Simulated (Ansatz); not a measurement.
# Hf8O13: the cost of one run

Method: DFT PBE, scalar-relativistic, plane waves, PAW, in Ansatz 0.2.0.

1 further run of the same task is left out (set aside as unsound or not needed). Runs told in other sessions of the task aren't counted.

### 1 Starting point

The structure is cubic, space group Fm-3m (No. 225). The conventional cell has a = 5.098 Å, b = 5.098 Å, c = 5.098 Å, α = 90.00°, β = 90.00°, γ = 90.00°. Hf (site symmetry m-3m) has 8 O at 2.21 Å in its first shell of neighbours. O (site symmetry -43m) is surrounded by 4 Hf at 2.21 Å.

Structure file:

```
CELL_PARAMETERS angstrom
0.00000 2.54881 2.54881
2.54881 0.00000 2.54881
2.54881 2.54881 0.00000
ATOMIC_POSITIONS crystal
Hf 0.00000 0.00000 0.00000
O 0.25000 0.25000 0.25000
O 0.75000 0.75000 0.75000
```

It is the result of an earlier relaxation at this level (volume 11.04 Å³/atom; gap on the mesh: 3.75 eV).

Reference energy of this cell: -16861.4101 eV (3 atoms, 8×8×8 mesh, zero smearing).

### 2 Cell: 3 of 16 O atoms taken out at random

From a supercell with 16 O sites, 3 are emptied at random; the cell stays neutral and all atoms are shaken by 0.02 Å.

The cell holds 8 Hf, 13 O: a = 7.209 Å, b = 7.209 Å, c = 7.209 Å, α = 60.00°, β = 60.00°, γ = 60.00°.

### 3 Relaxation without symmetry, coarse mesh

A cheap relaxation: coarse mesh, no symmetry, loose thresholds.

The input, input.yaml:

```yaml
crystal:
  lattice:
    - [-5.0976115218, 5.0976115218, 0.0]
    - [-5.0976115218, 0.0, 5.0976115218]
    - [0.0, 5.0976115218, 5.0976115218]
  atoms:
    - { symbol: Hf, position: [0.0013101572, 0.0039141651, 0.4996721193] }
    - { symbol: Hf, position: [0.495500635, 0.0014487729, 0.5055734219] }
    - { symbol: Hf, position: [0.9977437328, 0.5015413864, 0.5041073224] }
    - { symbol: Hf, position: [0.9996839795, 0.9979471693, 0.0010512964] }
    - { symbol: Hf, position: [0.4962457874, 0.4994729573, 0.5030287218] }
    - { symbol: Hf, position: [0.5011195358, 0.0004119434, 0.0010842767] }
    - { symbol: Hf, position: [0.0011561675, 0.5012548445, 0.9975845749] }
    - { symbol: Hf, position: [0.4993911644, 0.5059848335, 0.9944987568] }
    - { symbol: O, position: [0.3764861018, 0.8756753456, 0.3764697465] }
    - { symbol: O, position: [0.8749447213, 0.3765402478, 0.3721999471] }
    - { symbol: O, position: [0.8740376093, 0.8781676571, 0.8658154984] }
    - { symbol: O, position: [0.3758430622, 0.8832318923, 0.8681722889] }
    - { symbol: O, position: [0.3755436871, 0.3700683518, 0.8777452006] }
    - { symbol: O, position: [0.6243312369, 0.6251737537, 0.1233402168] }
    - { symbol: O, position: [0.1298816817, 0.6264472847, 0.1241405354] }
    - { symbol: O, position: [0.6232660327, 0.1224519961, 0.1290302688] }
    - { symbol: O, position: [0.6247379453, 0.6228438231, 0.6264215411] }
    - { symbol: O, position: [0.1295967416, 0.1211492114, 0.1270124057] }
    - { symbol: O, position: [0.121528585, 0.6276989444, 0.6247681924] }
    - { symbol: O, position: [0.6232018593, 0.1295317517, 0.6270474514] }
    - { symbol: O, position: [0.1204686876, 0.1271537897, 0.6290152065] }
  symmetry: { detect: false }
basis:
  ecutwfc: 420
kpoints:
  mp_grid: { grid: [2, 2, 2], shift: [0.5, 0.5, 0.5] }
hamiltonian:
  xc: pbe
scf:
  occupations: { method: gaussian, width: 0.1 }
  lower_state_search: "off"
output:
  forces: true
  stress: true
  eigenvalues: true
relax:
  adjacent_minimum: "off"
  f_tol: 0.04
  max_steps: 50
  cell: { stress_tol: 0.3 }
```

Run with:

```console
ansatz run input.yaml --threads 4 --pin off --max-ram 9216MiB --backend cpu --events-out ev --progress --plain --runs-dir out
```

**Question.** How long does this run take on 4 threads of Arm Neoverse V2, shared host, and how much memory does it need?

About 2 min, with a peak of 1.1 GiB.
